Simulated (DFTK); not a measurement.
# HfC: band structure with SCAN

HfC:

```
CELL_PARAMETERS angstrom
0.00000 2.32500 2.32500
2.32500 0.00000 2.32500
2.32500 2.32500 0.00000
ATOMIC_POSITIONS crystal
Hf 0.50000 0.50000 0.50000
C 0.00000 0.00000 0.00000
```

```json
{
 "Program": "DFTK 0.8.2",
 "Task": "band structure",
 "Functional": "SCAN",
 "Potentials or basis": "SG15 1.2 (PBE)",
 "Cutoff": "1225 eV",
 "k mesh": "8 × 8 × 8",
 "Occupations": "fermi-dirac, width 0.05 eV",
 "Spin": "no spin polarisation",
 "Valence electrons": "C 4, Hf 26",
 "SCF tolerance on the density": "1e-06"
}
```

```json
{
  "Pressure": "-10.7 GPa",
  "Band gap on the k mesh": "none (metal or under the smearing width)"
}
```

Levels at the corners of the path, in eV from the Fermi level:
```tsv
point	band 13	band 14	band 15	band 16	band 17	band 18
Γ	1.20	1.20	1.20	1.48	1.48	1.48
X	-2.77	-1.72	-0.03	-0.03	5.35	6.78
W	-3.04	-2.82	-2.82	3.88	3.88	6.79
K	-3.60	-2.87	-1.69	1.75	5.86	6.35
Γ	1.20	1.20	1.20	1.48	1.48	1.48
L	-6.31	-3.10	-3.10	5.40	5.40	5.99
U	-3.60	-2.87	-1.69	1.75	5.86	6.35
W	-3.04	-2.82	-2.82	3.88	3.88	6.79
L	-6.31	-3.10	-3.10	5.40	5.40	5.99
K	-3.60	-2.87	-1.69	1.75	5.86	6.35
U	-3.60	-2.87	-1.69	1.75	5.86	6.35
X	-2.77	-1.72	-0.03	-0.03	5.35	6.78
```

Wall time 5 min on 1 thread of Intel(R) Xeon(R) 6975P-C (Granite Rapids), with other jobs on the host, peak memory 1.7 GiB.

Caveat: the potentials were made for another functional, which shifts forces and pressure; spin-orbit coupling is left out, which moves the levels of the heavy elements.
